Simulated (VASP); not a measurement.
# Y in VASP: reference runs

Aim: a first look at Y with PBE, on the cell as given.

Program: VASP 6.6.1. These are calculated values, not measurements. Logs are shortened: lines on timing, memory, paths and dates and some standing lists are left out, and cuts for length are marked.

## Step 1: The undisturbed slab

The cell holds a slab with vacuum, 4 atoms: a = 3.514 Å, b = 3.514 Å, c = 23.608 Å, α = 90.00°, β = 90.00°, γ = 120.00°.

The slab is cut from a database's or a generator's crystal, which needn't be the stable form of the element.

## Step 2: Single point, PBE (the (1 1 1) slab of Y, cut from the database cell, not relaxed)

The input, INCAR:

```
SYSTEM = Y
ALGO = Normal ; DIPOL = 0.5 0.5 0.500
EDIFF = 1E-7 ; ENCUT = 520
GGA = PE ; IDIPOL = 3
ISIF = 2 ; ISMEAR = -1
LASPH = .TRUE. ; LCHARG = .FALSE.
LDIPOL = .TRUE. ; LREAL = .FALSE.
LWAVE = .FALSE. ; NBANDS = 30
NELM = 100 ; PREC = Accurate
SIGMA = 0.05
```

The input, KPOINTS:

```
k-points
0
G
  9 9 1
  0 0 0
```

The input, POSCAR:

```
Y
1.0
    3.5143207025      0.0000000000      0.0000000000
   -1.7571603512      3.0434910054      0.0000000000
    0.0000000000      0.0000000000     23.6082925136
Y
4
Direct
    0.6666666667      0.3333333333      0.3176849828
    0.3333333333      0.6666666667      0.4392283276
    0.0000000000      0.0000000000      0.5607716724
    0.6666666667      0.3333333333      0.6823150172
```

Potentials or basis: VASP PAW PBE potentials, release 64 (Y_sv).

Run with:

```
$ cat potpaw_PBE.64/Y_sv/POTCAR > POTCAR
$ mpirun -np 1 vasp_std > vasp.out
```

OUTCAR:

```text
SYSTEM = Y
   EDIFF = 1E-7
   ENCUT = 520
   GGA = PE
   ISIF = 2
   ISMEAR = -1
   LASPH = .TRUE.
   LREAL = .FALSE.
   NELM = 100
   PREC = Accurate

 ion  position               nearest neighbor table
   1  0.667  0.333  0.318-   2 3.51   2 3.51   2 3.51
   2  0.333  0.667  0.439-   3 3.51   1 3.51   1 3.51   3 3.51   3 3.51   1 3.51
   3  0.000  0.000  0.561-   4 3.51   2 3.51   4 3.51   2 3.51   4 3.51   2 3.51
   4  0.667  0.333  0.682-   3 3.51   3 3.51   3 3.51

  LATTYP: Found a hexagonal cell.
 ALAT       =     3.5143207025
 C/A-ratio  =     6.7177399310

  Lattice vectors:

 A1 = (   3.5143207025,   0.0000000000,   0.0000000000)
 A2 = (  -1.7571603512,   3.0434910054,   0.0000000000)
 A3 = (   0.0000000000,   0.0000000000,  23.6082925136)

Analysis of symmetry for initial positions (statically):
=====================================================================
 Subroutine PRICEL returns:
 Original cell was already a primitive cell.

 Routine SETGRP: Setting up the symmetry group for a
 hexagonal supercell.

 Subroutine GETGRP returns: Found 12 space group operations
 (whereof  6 operations were pure point group operations)
 out of a pool of 24 trial point group operations.

The static configuration has the point symmetry C_3v.
 The point group associated with its full space group is D_3d.

Analysis of symmetry for dynamics (positions and initial velocities):
=====================================================================
 Subroutine PRICEL returns:
 Original cell was already a primitive cell.

 Routine SETGRP: Setting up the symmetry group for a
 hexagonal supercell.

 Subroutine GETGRP returns: Found 12 space group operations
 (whereof  6 operations were pure point group operations)
 out of a pool of 24 trial point group operations.

The dynamic configuration has the point symmetry C_3v.
 The point group associated with its full space group is D_3d.

 Subroutine INISYM returns: Found 12 space group operations
 (whereof  6 operations are pure point group operations),
 and found     1 'primitive' translations

----------------------------------------------------------------------------------------

                                     Primitive cell

  volume of cell :     252.5097

  direct lattice vectors                    reciprocal lattice vectors
     3.514320703  0.000000000  0.000000000     0.284550013  0.164285026  0.000000000
    -1.757160351  3.043491005  0.000000000     0.000000000  0.328570053  0.000000000
     0.000000000  0.000000000 23.608292514     0.000000000  0.000000000  0.042357998

  length of vectors
     3.514320703  3.514320702 23.608292514     0.328570053  0.328570053  0.042357998

  position of ions in fractional coordinates (direct lattice)
     0.666666667  0.333333333  0.317684983
     0.333333333  0.666666667  0.439228328
     0.000000000  0.000000000  0.560771672
     0.666666667  0.333333333  0.682315017

  ion indices of the primitive-cell ions
   primitive index   ion index
                 1           1
                 2           2
                 3           3
                 4           4

----------------------------------------------------------------------------------------

 KPOINTS: k-points

Automatic generation of k-mesh.
 Grid dimensions read from file:
 generate k-points for:    9    9    1

 Generating k-lattice:

  Cartesian coordinates                     Fractional coordinates (reciprocal lattice)
     0.031616668  0.018253892  0.000000000     0.111111111 -0.000000000  0.000000000
     0.000000000  0.036507784  0.000000000     0.000000000  0.111111111  0.000000000
     0.000000000  0.000000000  0.042357998     0.000000000  0.000000000  1.000000000

  Length of vectors
     0.036507784  0.036507784  0.042357998

  Shift w.r.t. Gamma in fractional coordinates (k-lattice)
     0.000000000  0.000000000  0.000000000

 Subroutine IBZKPT returns following result:
 ===========================================

 Found     12 irreducible k-points:

 Following reciprocal coordinates:
            Coordinates               Weight
  0.000000  0.000000  0.000000      1.000000
  0.111111  0.000000  0.000000      6.000000
  0.222222 -0.000000  0.000000      6.000000
  0.333333 -0.000000  0.000000      6.000000
  0.444444 -0.000000  0.000000      6.000000
  0.111111  0.111111  0.000000      6.000000
  0.222222  0.111111  0.000000     12.000000
  0.333333  0.111111  0.000000     12.000000
  0.444444  0.111111  0.000000      6.000000
  0.222222  0.222222  0.000000      6.000000
  0.333333  0.222222  0.000000     12.000000
  0.333333  0.333333  0.000000      2.000000
   k-points           NKPTS =     12   k-points in BZ     NKDIM =     12   number of bands    NBANDS=     30
   number of dos      NEDOS =    301   number of ions     NIONS =      4
   total plane-waves  NPLWV = 141120
   dimension x,y,z NGX =    28 NGY =   28 NGZ =  180
   dimension x,y,z NGXF=    56 NGYF=   56 NGZF=  360
   ions per type =               4
   NGX,Y,Z   is equivalent  to a cutoff of  13.25, 13.25, 12.68 a.u.
   NGXF,Y,Z  is equivalent  to a cutoff of  26.49, 26.49, 25.35 a.u.
 SYSTEM =  Y
   PREC   = accura    normal or accurate (medium, high low for compatibility)
   ISTART =      0    job   : 0-new  1-cont  2-samecut
   ICHARG =      2    charge: 1-file 2-atom 10-const
   ISPIN  =      1    spin polarized calculation?
   LNONCOLLINEAR =      F non collinear calculations
   LSORBIT =      F    spin-orbit coupling
   LASPH  =      T    aspherical Exc in radial PAW
   ENCUT  =  520.0 eV  38.22 Ry    6.18 a.u.   6.53  6.53 43.90*2*pi/ulx,y,z
   NELM   =    100;   NELMIN=  2; NELMDL= -5     # of ELM steps
   EDIFF  = 0.1E-06   stopping-criterion for ELM
   LREAL  =      F    real-space projection
   EDIFFG = 0.1E-05   stopping-criterion for IOM
   NSW    =      0    number of steps for IOM
   IBRION =     -1    ionic relax: 0-MD 1-quasi-New 2-CG
   NFREE  =      0    steps in history (QN), initial steepest desc. (CG)
   ISIF   =      2    stress and relaxation
   ISYM   =      2    0-nonsym 1-usesym 2-fastsym
   POTIM  = 0.5000    time-step for ionic-motion
   TEBEG  =    0.0;   TEEND  =   0.0 temperature during run
   PSTRESS=    0.0 pullay stress
   NELECT =      44.0000    total number of electrons
   NUPDOWN=      -1.0000    fix difference up-down
   EMIN   =  10.00;   EMAX   =-10.00  energy-range for DOS
   EFERMI =   0.00;   METHOD = LEGACY
   ISMEAR =    -1;   SIGMA  =   0.05  broadening in eV -4-tet -1-fermi 0-gaus
   EFERMI_NEDOS =   21; number of points for ismear=-14 and -15
   IALGO  =     38    algorithm
   IMIX   =      4    mixing-type and parameters
     AMIX     =   0.40;   BMIX     =  1.00
     AMIX_MAG =   1.60;   BMIX_MAG =  1.00
  volume/ion in A,a.u.               =      63.13       426.00
  Fermi-wavevector in a.u.,A,eV,Ry     =   0.914393  1.727953 11.376038  0.836115
  Thomas-Fermi vector in A             =   2.039015
   LORBIT       =      0    0 simple, 1 ext, 2 COOP (PROOUT), +10 PAW based schemes
   GGA     = PE    functional components
   LHFCALC =     F    Hartree Fock is set to
   AEXX    =    0.0000 exact exchange contribution
   IVDW    =     0    specifies the selected vdW correction
   LEPSILON=     F    determine dielectric tensor
   LRPA    =     F    only Hartree local field effects (RPA)
 non-spin polarized calculation
  energy-cutoff  :      520.00
  volume of cell :      252.51
 maximum number of plane-waves:      6863
 NGX is ok and might be reduce to    28
   NGX = 13   NGY = 13   NGZ = 87

 dipolmoment           0.000000      0.000000     -0.000000 electrons x Angstroem

 number of electron      44.0000000 magnetization

 dipolmoment           0.000000      0.000000      0.000000 electrons x Angstroem

 Free energy of the ion-electron system (eV)
  ---------------------------------------------------
  ext. energy  EPLUGINS =         0.00000000
  ---------------------------------------------------
  free energy    TOTEN  =       -24.29589505 eV

  energy without entropy =      -24.22142211  energy(sigma->0) =      -24.25865858

 E-fermi :   0.0978     XC(G=0):  -5.5042

 val. band max:        0.0963135528   @ k =   0.4444  -0.0000   0.0000
 cond. band min:       0.1007044724   @ k =   0.4444   0.1111   0.0000
 fundamental gap:      0.0043909195
 Fermi energy:         0.0977801892

 k-point     1 :       0.0000    0.0000    0.0000
  band No.  band energies     occupation
      1     -42.8634      2.00000
      2     -42.8633      2.00000
      3     -42.3575      2.00000
      4     -42.3152      2.00000
      5     -22.9834      2.00000
      6     -22.9589      2.00000
[... 22 lines left out ...]
     29       1.8674      0.00000
     30       2.1213      0.00000

 k-point     2 :       0.1111    0.0000    0.0000
  band No.  band energies     occupation
      1     -42.8569      2.00000
      2     -42.8569      2.00000
      3     -42.3500      2.00000
      4     -42.3099      2.00000
      5     -22.9686      2.00000
      6     -22.9486      2.00000
[... 22 lines left out ...]
     29       2.0373      0.00000
     30       2.0870      0.00000

 k-point     3 :       0.2222   -0.0000    0.0000
  band No.  band energies     occupation
      1     -42.8406      2.00000
      2     -42.8406      2.00000
      3     -42.3305      2.00000
      4     -42.2968      2.00000
      5     -22.9331      2.00000
      6     -22.9233      2.00000
[... 22 lines left out ...]
     29       2.2246      0.00000
     30       2.4027      0.00000

 k-point     4 :       0.3333   -0.0000    0.0000
  band No.  band energies     occupation
      1     -42.8220      2.00000
      2     -42.8219      2.00000
      3     -42.3073      2.00000
      4     -42.2829      2.00000
      5     -22.9603      2.00000
      6     -22.9573      2.00000
[... 220 lines left out ...]
     29       1.6396      0.00000
     30       2.5188      0.00000

 k-point    11 :       0.3333    0.2222    0.0000
  band No.  band energies     occupation
      1     -42.8044      2.00000
      2     -42.8044      2.00000
      3     -42.2824      2.00000
      4     -42.2728      2.00000
      5     -23.0032      2.00000
      6     -23.0018      2.00000
[... 22 lines left out ...]
     29       1.3158      0.00000
     30       2.6247      0.00000

 k-point    12 :       0.3333    0.3333    0.0000
  band No.  band energies     occupation
      1     -42.8011      2.00000
      2     -42.8011      2.00000
      3     -42.2743      2.00000
      4     -42.2743      2.00000
      5     -22.9315      2.00000
      6     -22.9315      2.00000
[... 22 lines left out ...]
     29       0.9218      0.00000
     30       2.9884      0.00000

------------------------ aborting loop because EDIFF is reached ----------------------------------------

 vacuum level on the upper side and lower side of the slab       (xc-potential included)        -0.187        -0.187

  FORCE on cell =-STRESS in cart. coord.  units (eV):
  Direction    XX          YY          ZZ          XY          YZ          ZX
  --------------------------------------------------------------------------------------
  -------------------------------------------------------------------------------------
  Total        1.0178819      1.0178819      0.3463578      0.0000000      0.0000000     -0.0000000
  in kB        6.4584750      6.4584750      2.1976450      0.0000000      0.0000000     -0.0000000
  external PRESSURE =       5.0381984 kB  Pullay stress =       0.0000000 kB

 VOLUME and BASIS-vectors are now :
 -----------------------------------------------------------------------------
  energy-cutoff  :      520.00
  volume of cell :      252.51
      direct lattice vectors                 reciprocal lattice vectors
     3.514320703  0.000000000  0.000000000     0.284550013  0.164285026  0.000000000
    -1.757160351  3.043491005  0.000000000     0.000000000  0.328570053  0.000000000
     0.000000000  0.000000000 23.608292514     0.000000000  0.000000000  0.042357998

 POSITION                                       TOTAL-FORCE (eV/Angst)
 -----------------------------------------------------------------------------------
      1.75716      1.01450      7.50000         0.000000      0.000000      0.029619
     -0.00000      2.02899     10.36943         0.000000     -0.000000     -0.212490
      0.00000      0.00000     13.23886        -0.000000      0.000000      0.212490
      1.75716      1.01450     16.10829        -0.000000     -0.000000     -0.029619
 -----------------------------------------------------------------------------------
    total drift:                               -0.000000      0.000000      0.000002

  FREE ENERGIE OF THE ION-ELECTRON SYSTEM (eV)
  ---------------------------------------------------
  free  energy   TOTEN  =       -24.2958950453 eV

  energy  without entropy=      -24.2214221135  energy(sigma->0) =      -24.25865858

 vacuum level on the upper side and lower side of the slab         3.209         3.209
```

It took 7.6 min on 1 thread of AMD EPYC 7R43 (Zen 3), shared host; peak memory 0.32 GiB.

What came out:

```
Free energy            : -24.2959 eV
Largest force          : 0.212 eV/Å
Band gap on the k mesh : none (metal or under the smearing width)
```

Forces on the atoms (eV/Å):
```
Y    0.000  0.000  0.030
Y    0.000  0.000 -0.212
Y    0.000  0.000  0.212
Y    0.000  0.000 -0.030
```
